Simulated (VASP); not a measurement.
# WSe2 monolayer: G0W0 gap of a sheet against vacuum, part 3 of 5

Wanted: the quasiparticle gap of a sheet of WSe2 monolayer, and how far the repeats disturb it.

VASP 6.6.1, plane waves and PAW; the level of theory is named at each step.

So far, gap on the k-mesh (eV): step 4 (empty bands, box 11 Å) 1.54.

## (5) G0W0, box 11 Å, bands in the sums 208

This step: G0W0 on PBE, no spin polarisation; plane waves and PAW (W_sv_GW, Se_GW) (VASP 6.6.1).

G0W0 keeps orbitals and screening fixed and shifts each of the lowest NBANDSGW levels once.

The input, INCAR:

```
SYSTEM = WSe2
PREC = Accurate
ENCUT = 340
ISMEAR = 0
SIGMA = 0.01
LREAL = .FALSE.
GGA = PE
NBANDS = 208
LASPH = .TRUE.
ALGO = EVGW0
NELMGW = 1
ENCUTGW = 90
NOMEGA = 48
PRECFOCK = Fast
NBANDSGW = 24
LWAVE = .FALSE.
LCHARG = .FALSE.
```

The input, POSCAR:

```
WSe2
1.0
    3.3200000000      0.0000000000      0.0000000000
   -1.6600000000      2.8752043406      0.0000000000
    0.0000000000      0.0000000000     11.0000000000
W Se
1 2
Direct
    0.3333333333      0.6666666667      0.5000000000
    0.6666666667      0.3333333333      0.6523179320
    0.6666666667      0.3333333333      0.3476820680
```

The input, KPOINTS:

```
Automatic mesh
0
Gamma
9 9 1
0 0 0
```

The projector-augmented-wave data sets are W_sv_GW and Se_GW (PBE family, release 64).

The run is started by

```sh
> mpirun -np 8 vasp_std
```

The log of the run:

```text
[banner, memory and clock lines left out]
running    8 mpi-ranks, on    1 nodes
 distrk:  each k-point on    8 cores,    1 groups
 distr:  one band on    1 cores,    8 groups

 POSCAR found type information on POSCAR W Se
 POSCAR found :  2 types and       3 ions
 [... a notice as in an earlier step ...]

|                                                                             |
|           W    W    AA    RRRRR   N    N  II  N    N   GGGG   !!!           |
|           W    W   A  A   R    R  NN   N  II  NN   N  G    G  !!!           |
|           W    W  A    A  R    R  N N  N  II  N N  N  G       !!!           |
|           W WW W  AAAAAA  RRRRR   N  N N  II  N  N N  G  GGG   !            |
|           WW  WW  A    A  R   R   N   NN  II  N   NN  G    G                |
|           W    W  A    A  R    R  N    N  II  N    N   GGGG   !!!           |
|                                                                             |
|     The default for ENCUTGWSOFT is different in this version of VASP.       |
|     please manually set ENCUTGWSOFT =90 in the INCAR file.                  |
|                                                                             |

 LDA part: xc-table for (Slater+PW92), standard interpolation
 found WAVECAR, reading the header
 POSCAR, INCAR and KPOINTS ok, starting setup
 FFT: planning ... GRIDC
 FFT: planning ... GRID_SOFT
 FFT: planning ... GRID
 reading WAVECAR
 the WAVECAR file was read successfully
 initial charge from wavefunction
 available memory per node:     33.72 GB, setting MAXMEM to     34532

 The Fermi energy was updated, please check that it is located mid-gap
 values below the HOMO (VB) or above the LUMO (CB) will cause erroneous energies
 E-fermi :   2.2641

 calculate exact exchange contribution
 the WAVEDER file was read successfully
|                                                                             |
|           W    W    AA    RRRRR   N    N  II  N    N   GGGG   !!!           |
|           W    W   A  A   R    R  NN   N  II  NN   N  G    G  !!!           |
|           W    W  A    A  R    R  N N  N  II  N N  N  G       !!!           |
|           W WW W  AAAAAA  RRRRR   N  N N  II  N  N N  G  GGG   !            |
|           WW  WW  A    A  R   R   N   NN  II  N   NN  G    G                |
|           W    W  A    A  R    R  N    N  II  N    N   GGGG   !!!           |
|                                                                             |
|     Automatic setting of frequency mesh for GW failed. Frequency mesh       |
|     properly not suitable for determining QP energies. Consider             |
|     increasing number of kpoints.                                           |
|                                                                             |

energies w=
    0.000    0.000    1.071    0.000    2.138    0.000    3.197    0.000
    4.244    0.000    5.278    0.000    6.295    0.000    7.294    0.000
    8.275    0.000    9.239    0.000   10.186    0.000   11.117    0.000
   12.035    0.000   12.942    0.000   13.839    0.000   14.730    0.000
   15.619    0.000   16.508    0.000   17.400    0.000   18.300    0.000
   19.212    0.000   20.140    0.000   21.089    0.000   22.065    0.000
   23.073    0.000   24.121    0.000   25.216    0.000   26.367    0.000
   27.586    0.000   28.884    0.000   30.276    0.000   31.781    0.000
   33.420    0.000   35.220    0.000   37.215    0.000   39.449    0.000
   41.976    0.000   44.870    0.000   48.226    0.000   52.178    0.000
   56.909    0.000   62.687    0.000   69.912    0.000   79.208    0.000
   91.614    0.000  108.983    0.000  134.989    0.000  178.077    0.000
 responsefunction array rank=     216
 LDA part: xc-table for (Slater+PW92), standard interpolation

 min. memory requirement per mpi rank    209.2 MB, per node   1673.3 MB

 allocating   6 responsefunctions rank=   216
 shmem allocating  48 responsefunctions rank=   216
 response function shared by NCSHMEM nodes    1
 Doing            6  frequencies on each core in blocks of           48
NQ=   1    0.0000    0.0000    0.0000,
|.........|.........|.........|.........|.........|.........|.........|.........
 performed        530000 updates of chi_q(r,r)
 total number of BLAS operations        196.17 Gflops
NQ=   2    0.1111    0.0000    0.0000,
|.........|.........|.........|.........|.........|.........|.........|.........
 performed       1479000 updates of chi_q(r,r)
 total number of BLAS operations        547.41 Gflops
NQ=   3    0.2222    0.0000    0.0000,
|.........|.........|.........|.........|.........|.........|.........|.........
 performed       2428000 updates of chi_q(r,r)
 total number of BLAS operations        892.14 Gflops
NQ=   4    0.3333    0.0000    0.0000,
|.........|.........|.........|.........|.........|.........|.........|.........
 performed       3377000 updates of chi_q(r,r)
 total number of BLAS operations       1208.36 Gflops
NQ=   5    0.4444    0.0000    0.0000,
|.........|.........|.........|.........|.........|.........|.........|.........
 performed       4326000 updates of chi_q(r,r)
 total number of BLAS operations       1488.47 Gflops
NQ=   6    0.1111    0.1111    0.0000,
|.........|.........|.........|.........|.........|.........|.........|.........
 performed       5365000 updates of chi_q(r,r)
 total number of BLAS operations       1844.86 Gflops
NQ=   7    0.2222    0.1111    0.0000,
|.........|.........|.........|.........|.........|.........|.........|.........
 performed       6584000 updates of chi_q(r,r)
 total number of BLAS operations       2254.81 Gflops
NQ=   8    0.3333    0.1111    0.0000,
|.........|.........|.........|.........|.........|.........|.........|.........
 performed       7803000 updates of chi_q(r,r)
 total number of BLAS operations       2641.12 Gflops
NQ=   9    0.4444    0.1111    0.0000,
|.........|.........|.........|.........|.........|.........|.........|.........
 performed       8842000 updates of chi_q(r,r)
 total number of BLAS operations       2973.81 Gflops
NQ=  10    0.2222    0.2222    0.0000,
|.........|.........|.........|.........|.........|.........|.........|.........
 performed       9881000 updates of chi_q(r,r)
 total number of BLAS operations       3323.34 Gflops
NQ=  11    0.3333    0.2222    0.0000,
|.........|.........|.........|.........|.........|.........|.........|.........
 performed      11100000 updates of chi_q(r,r)
 total number of BLAS operations       3725.34 Gflops
NQ=  12    0.3333    0.3333    0.0000,
|.........|.........|.........|.........|.........|.........|.........|.........
 performed      11740000 updates of chi_q(r,r)
 total number of BLAS operations       3938.51 Gflops
 resolving degeneracies of screened two electron integrals

 calculate QP shifts <psi_nk| G(iteration)W_0 |psi_nk>: iteration 1
 entering main loop
```

It took 97 s on 8 MPI ranks of AMD EPYC 9R45, shared host; peak memory 1.9 GiB.

Parts of OUTCAR (step 5):

```text
   k-points           NKPTS =     12   k-points in BZ     NKDIM =     81   number of bands    NBANDS=    208

   NELECT =      26.0000    total number of electrons

 E-fermi :   2.2641

 QP shifts <psi_nk| G(iteration)W_0 |psi_nk>: iteration 1
 for sc-GW calculations column KS-energies equals QP-energies in previous step
 and V_xc(KS)=  KS-energies - (<T + V_ion + V_H > + <T+V_H+V_ion>^1  + <V_x>^1)
 k-point   1 :       0.0000    0.0000    0.0000
  band No.  KS-energies  QP-energies   sigma(KS)   V_xc(KS)     V^pw_x(r,r')   Z            occupation Imag(sigma)
    ...
     10      -0.6361      -1.3890     -12.1929     -11.2261     -14.2144       0.7787       2.0000       0.3943
     11       0.2511      -0.0401     -14.9932     -14.6164     -16.1671       0.7728       2.0000       0.2592
     12       0.2511      -0.0401     -14.9932     -14.6164     -16.1671       0.7728       2.0000       0.2592
     13       1.1740       0.9050     -14.0202     -13.6719     -14.7283       0.7726       2.0000       0.2129
     14       4.3952       5.0613     -13.1724     -14.0286      -9.7334       0.7780       0.0000      -0.3492
     15       4.3952       5.0613     -13.1724     -14.0286      -9.7334       0.7780       0.0000      -0.3492
     16       4.5678       5.2105     -13.1795     -14.0088      -9.6916       0.7750       0.0000      -0.4004
     17       4.5678       5.2105     -13.1795     -14.0088      -9.6916       0.7750       0.0000      -0.4004
    ...

 k-point   2 :       0.1111    0.0000    0.0000
  band No.  KS-energies  QP-energies   sigma(KS)   V_xc(KS)     V^pw_x(r,r')   Z            occupation Imag(sigma)
    ...
     10      -0.6862      -1.0621     -14.6374     -14.1474     -16.4712       0.7672       2.0000       0.3833
     11      -0.0394      -0.3646     -14.8489     -14.4277     -16.1782       0.7718       2.0000       0.2851
     12       0.2981      -0.1837     -13.6293     -13.0108     -15.0749       0.7790       2.0000       0.2832
     13       1.1053       0.8538     -14.2543     -13.9281     -14.9966       0.7713       2.0000       0.2174
     14       3.9050       4.4686     -12.1740     -12.8941      -8.8725       0.7826       0.0000      -0.3445
     15       4.0652       4.7445     -13.1496     -14.0194      -9.6997       0.7811       0.0000      -0.3311
     16       4.3467       4.9739     -13.2405     -14.0504      -9.8189       0.7744       0.0000      -0.3795
     17       4.6940       5.4022     -13.3678     -14.2806      -9.7649       0.7758       0.0000      -0.3822
    ...

[... 7 parts as in an earlier step ...]

[... 8 further parts left out ...]
```

This step gave:

```yaml
quasiparticle_gap_on_the_mesh: 2.296 eV
smallest_direct_quasiparticle_gap_on_the_mesh: 2.296 eV
gap_of_the_starting_orbitals_on_the_mesh: 1.541 eV
```

GW takes the gap from 1.541 to 2.296 eV. The sheet keeps a typed, unrelaxed lattice constant, and the Coulomb interaction between its repeats isn't cut. Spin-orbit coupling is left out. The value holds for 208 bands, ENCUTGW = 90 eV and this mesh, and isn't shown to be converged in them. VASP warns that the automatic setting of its frequency mesh failed and advises more k points, so the value is in doubt.

## (6) Ground state with more vacuum, box 12.5 Å, height 12.5

This step: PBE, no spin polarisation; plane waves and PAW (W_sv_GW, Se_GW) (VASP 6.6.1).

The cell is made 12.5 Å high around the same sheet, and the chain is run again; the band count grows with the volume, so that the sums reach the same energy.

The input, INCAR:

```
SYSTEM = WSe2
PREC = Accurate
ENCUT = 340
EDIFF = 1E-08
NELM = 100
ISMEAR = 0
SIGMA = 0.01
LREAL = .FALSE.
ALGO = Normal
GGA = PE
NBANDS = 19
LASPH = .TRUE.
LORBIT = 11
LWAVE = .TRUE.
LCHARG = .FALSE.
KPAR = 8
```

The input, POSCAR:

```
WSe2
1.0
    3.3200000000      0.0000000000      0.0000000000
   -1.6600000000      2.8752043406      0.0000000000
    0.0000000000      0.0000000000     12.5000000000
W Se
1 2
Direct
    0.3333333333      0.6666666667      0.5000000000
    0.6666666667      0.3333333333      0.6340397802
    0.6666666667      0.3333333333      0.3659602198
```

KPOINTS is that of step 5.

The run is started by

```sh
> mpirun -np 8 vasp_std
```

The log of the run:

```text
[... set-up lines as in an earlier step ...]
 entering main loop
       N       E                     dE             d eps       ncg     rms          rms(c)
DAV:   1     0.173226488862E+03    0.17323E+03   -0.11417E+04   584   0.832E+02
DAV:   2    -0.129836863145E+02   -0.18621E+03   -0.18336E+03   648   0.251E+02
DAV:   3    -0.257440715131E+02   -0.12760E+02   -0.12694E+02   650   0.670E+01
DAV:   4    -0.259767346118E+02   -0.23266E+00   -0.23216E+00   650   0.846E+00
DAV:   5    -0.259815692972E+02   -0.48347E-02   -0.48338E-02   598   0.107E+00    0.709E+01
DAV:   6    -0.240460249751E+02    0.19355E+01   -0.14331E+01   502   0.166E+01    0.676E+01
DAV:   7    -0.240759726650E+02   -0.29948E-01   -0.71441E+00   537   0.114E+01    0.331E+00
DAV:   8    -0.236860242646E+02    0.38995E+00   -0.19097E+00   523   0.626E+00    0.226E+00
DAV:   9    -0.236909743381E+02   -0.49501E-02   -0.84132E-02   535   0.172E+00    0.139E+00
DAV:  10    -0.236895191164E+02    0.14552E-02   -0.41128E-03   574   0.387E-01    0.343E-01
DAV:  11    -0.236883878779E+02    0.11312E-02   -0.12449E-03   591   0.201E-01    0.836E-02
DAV:  12    -0.236881974175E+02    0.19046E-03   -0.35714E-04   586   0.879E-02    0.339E-02
DAV:  13    -0.236883948314E+02   -0.19741E-03   -0.23016E-04   562   0.615E-02    0.213E-01
DAV:  14    -0.236886055478E+02   -0.21072E-03   -0.66615E-05   584   0.480E-02    0.653E-02
DAV:  15    -0.236887020832E+02   -0.96535E-04   -0.17388E-05   559   0.211E-02    0.542E-02
DAV:  16    -0.236887081728E+02   -0.60895E-05   -0.12686E-06   559   0.750E-03    0.709E-03
DAV:  17    -0.236887108531E+02   -0.26803E-05   -0.51873E-07   600   0.359E-03    0.122E-03
DAV:  18    -0.236887122603E+02   -0.14072E-05   -0.22251E-07   612   0.195E-03    0.179E-03
DAV:  19    -0.236887124559E+02   -0.19561E-06   -0.32295E-08   562   0.775E-04    0.112E-03
DAV:  20    -0.236887124799E+02   -0.24016E-07   -0.72076E-09   438   0.422E-04    0.849E-05
DAV:  21    -0.236887124757E+02    0.41650E-08   -0.53886E-10   332   0.139E-04
   1 F= -.23688712E+02 E0= -.23688712E+02  d E =-.888180E-13
 writing wavefunctions
```

Run time: 6.6 s. Hardware: 8 MPI ranks; peak memory 1.3 GiB.

From OUTCAR (step 6):

```text
   ENCUT  =  340.0 eV  24.99 Ry    5.00 a.u.   4.99  4.99 18.79*2*pi/ulx,y,z

   NELECT =      26.0000    total number of electrons

 E-fermi :   0.7468

 k-point     1 :       0.0000    0.0000    0.0000
  band No.  band energies     occupation
    ...
      9      -1.6503      2.00000
     10      -1.4344      2.00000
     11      -0.5417      2.00000
     12      -0.5417      2.00000
     13       0.3884      2.00000
     14       3.6023      0.00000
     15       3.6023      0.00000
     16       3.7749      0.00000
     17       3.7749      0.00000
     18       4.7352      0.00000
    ...

  Total       -0.4982567     -0.4982567     -0.3621709      0.0000000      0.0000000      0.0000000
  in kB       -6.6903209     -6.6903209     -4.8630342      0.0000000      0.0000000      0.0000000
  external PRESSURE =      -6.0812253 kB  Pullay stress =       0.0000000 kB

 POSITION                                       TOTAL-FORCE (eV/Angst)
 -----------------------------------------------------------------------------------
     -0.00000      1.91680      6.25000         0.000000      0.000000      0.000000
      1.66000      0.95840      7.92550        -0.000000     -0.000000      0.074569
      1.66000      0.95840      4.57450        -0.000000     -0.000000     -0.074569
 -----------------------------------------------------------------------------------
    total drift:                                0.000000     -0.000000     -0.000000

  FREE ENERGIE OF THE ION-ELECTRON SYSTEM (eV)
  ---------------------------------------------------
  free  energy   TOTEN  =       -23.6887124757 eV

  energy  without entropy=      -23.6887124757  energy(sigma->0) =      -23.68871248

[... 2 parts as in an earlier step ...]

[... 14 further parts left out ...]
```

Numbers from this step:

```
Fermi energy : 0.7468 eV
```

## (7) Empty bands, box 12.5 Å, height 12.5

The empty bands are made again, for the run that follows.

The input, INCAR:

```
SYSTEM = WSe2
PREC = Accurate
ENCUT = 340
ISMEAR = 0
SIGMA = 0.01
LREAL = .FALSE.
GGA = PE
NBANDS = 232
LASPH = .TRUE.
ALGO = Exact
NELM = 1
LWAVE = .TRUE.
LCHARG = .FALSE.
LOPTICS = .TRUE.
NEDOS = 1000
CSHIFT = 0.1
```

POSCAR is that of step 6.

KPOINTS is that of step 6.

The run is started by

```sh
> mpirun -np 8 vasp_std
```

The log of the run:

```text
[banner, memory and clock lines left out]
running    8 mpi-ranks, on    1 nodes
[...]
[... a notice as in an earlier step ...]

 LDA part: xc-table for (Slater+PW92), standard interpolation
 found WAVECAR, reading the header
  number of bands has changed, file:    19 present:   232
  trying to continue reading WAVECAR, but it might fail
 POSCAR, INCAR and KPOINTS ok, starting setup
[...]
reading WAVECAR
 random initialization beyond band           19
 the WAVECAR file was read successfully
 initial charge from wavefunction
 entering main loop
       N       E                     dE             d eps       ncg     rms          rms(c)
DIA:   1    -0.236887124715E+02   -0.23689E+02    0.00000E+00     0   0.000E+00
   1 F= -.23688712E+02 E0= -.23688712E+02  d E =-.366893-120
 writing wavefunctions
 optical routines
 imaginary and real dielectric function
 recalculating local potential from charge density
 direction            1
 direction            2
 direction            3
```

Run time: 18 s. Hardware: 8 MPI ranks; peak memory 1.8 GiB; 2.1 min of CPU time.

Parts of OUTCAR (step 7):

```text
  Total       -0.4983593     -0.4983593     -0.3623957      0.0000000      0.0000000      0.0000000
  in kB       -6.6916974     -6.6916974     -4.8660533      0.0000000      0.0000000      0.0000000
  external PRESSURE =      -6.0831494 kB  Pullay stress =       0.0000000 kB

 POSITION                                       TOTAL-FORCE (eV/Angst)
 -----------------------------------------------------------------------------------
     -0.00000      1.91680      6.25000         0.000000      0.000000      0.000000
      1.66000      0.95840      7.92550        -0.000000      0.000000      0.074567
      1.66000      0.95840      4.57450        -0.000000     -0.000000     -0.074567
 -----------------------------------------------------------------------------------
    total drift:                                0.000000     -0.000000     -0.000000

  FREE ENERGIE OF THE ION-ELECTRON SYSTEM (eV)
  ---------------------------------------------------
  free  energy   TOTEN  =       -23.6887124715 eV

  energy  without entropy=      -23.6887124715  energy(sigma->0) =      -23.68871247

[... 1 part as in an earlier step ...]

[... 2 further parts left out ...]
[key lines of the parts left out:]
E-fermi :   0.8646
```

WAVECAR now holds 232 bands for 26 electrons.

[end of part 3 of 5]

[Lines on the potential files, build, host, timing and source positions are cut from VASP's logs without a mark.]

[Logs are printed without paths, hosts, clocks, repeated set-up lines and the standing remarks that a program may print on its own settings, such as how far it seeks lower states.]

[Hosts, paths, dates, database ids (printed as entryN), source tags and the programs' standing remarks are cut or masked in the printed files.]

[Pressures printed for these runs are not shown converged in the cutoff: they can be off by several GPa and have the wrong sign.]
